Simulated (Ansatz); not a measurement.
Polymorphs of InSb5

All numbers below come from DFT PBE, scalar-relativistic, plane waves, PAW (Ansatz). Settings: cutoff 420 eV, Γ-centred meshes spaced at most about 0.3 Å⁻¹, and about 0.25 Å⁻¹ or finer for metals (2π included), Gaussian smearing. No spin polarisation.

Energies over the elements count from the elements' standard structures at the same level, with no fitted energy shifts.

All energies are static (0 K, no zero-point motion). Larger cells and other orderings weren't all tried, so the list isn't exhaustive. No dispersion correction is applied, so the spacing and binding between layers, chains or molecules are poorly described (P4/mmm at 28.3 Å³/atom), and this can change margins and order among such cells. Spin–orbit coupling, which can matter for Sb, is left out.

Invented guesses were relaxed alike, and ends that match in structure were merged. ΔE counts from the first row. Coordination counts Sb atoms around In (those within 1.25 times the shortest such distance or 1.15 times the sum of covalent radii, 1.27 where that leaves under three; a plus sign parts nearer from farther groups; the shortest distance is added where it exceeds 1.18 times the sum of covalent radii). The ends were matched against large subsets of the Crystallography Open Database and the Materials Project, so a missing match doesn't prove that a structure is unreported.

| # | reached from | type and space group | atoms | Å³/atom | coordination | ΔE (meV/atom) | gap on mesh (eV) | in databases |
| --- | --- | --- | --- | --- | --- | --- | --- | --- |
| 1 | Hf5Pb type (P4/mmm) | P4/mmm (No. 123) | 6 | 28.3 | In 8 from 3.6 Å | 0 | 0.00 | no match |
| 2 | GdRh5 type (P6/mmm) | CaCu5, P6/mmm (No. 191) | 6 | 31.2 | In 6+12 from 3.6 Å | 47 | 0.00 | no match |
| 3 | random cell | P6/mmm (No. 191) | 6 | 50.6 | In 2 | 290 | 0.00 | no match |
| 4 | random cell | P4/mmm (No. 123) | 6 | 52.5 | In 2 | 307 | 0.00 | no match |

The lowest: Space group P4/mmm (No. 123), tetragonal, a = 3.162 Å, c = 16.966 Å. In is surrounded by 4 In at 3.16 Å and 8 Sb at 3.58 Å; Sb on a site of symmetry 4mm is surrounded by 4 Sb at 3.16 Å, 4 Sb at 3.49 Å and 4 Sb at 3.75 Å; Sb on a second site of symmetry 4mm is surrounded by 4 Sb at 3.16 Å, 4 In at 3.58 Å and 4 Sb at 3.75 Å; Sb on a site of symmetry 4/mmm has 4 Sb at 3.16 Å and 8 Sb at 3.49 Å. Its energy over the elements is +0.24 eV/atom. The separate elements lie lower, so it is unstable against them. An observed structure of this formula, if there is one, may be missing.

Space group P4/mmm (No. 123). a = 3.162 Å, b = 3.162 Å, c = 16.966 Å, α = 90.00°, β = 90.00°, γ = 90.00°
```json
{"atom": "In", "site": "1c", "symmetry": "4/mmm", "x": "0.5000", "y": "0.5000", "z": "0.0000"}
{"atom": "Sb", "site": "2h", "symmetry": "4mm", "x": "0.5000", "y": "0.5000", "z": "0.3419"}
{"atom": "Sb", "site": "2g", "symmetry": "4mm", "x": "0.0000", "y": "0.0000", "z": "0.1645"}
{"atom": "Sb", "site": "1b", "symmetry": "4/mmm", "x": "0.0000", "y": "0.0000", "z": "0.5000"}
```

The second: Space group P6/mmm (No. 191), hexagonal, a = 6.211 Å, c = 5.612 Å. In is surrounded by 6 Sb at 3.59 Å and 12 Sb at 4.19 Å; around Sb on a site of symmetry mmm lie 4 Sb at 3.11 Å and 4 Sb at 3.33 Å; Sb on a site of symmetry -6m2 is surrounded by 6 Sb at 3.33 Å, 3 In at 3.59 Å and 3 Sb at 3.59 Å. Counting Sb atoms around In, the first has In 8 from 3.6 Å and the second has In 6+12 from 3.6 Å. Cells relaxed within their symmetry can be saddle points.

```
CELL_PARAMETERS angstrom
6.21100 0.00000 0.00000
-3.10550 5.37889 0.00000
0.00000 0.00000 5.61172
ATOMIC_POSITIONS crystal
In 0.00000 0.00000 0.00000
Sb 0.00000 0.50000 0.50000
Sb 0.50000 0.50000 0.50000
Sb 0.33333 0.66667 0.00000
Sb 0.50000 0.00000 0.50000
Sb 0.66667 0.33333 0.00000
```

Some candidate types were left out of the draw beforehand, so a known form may be missing.
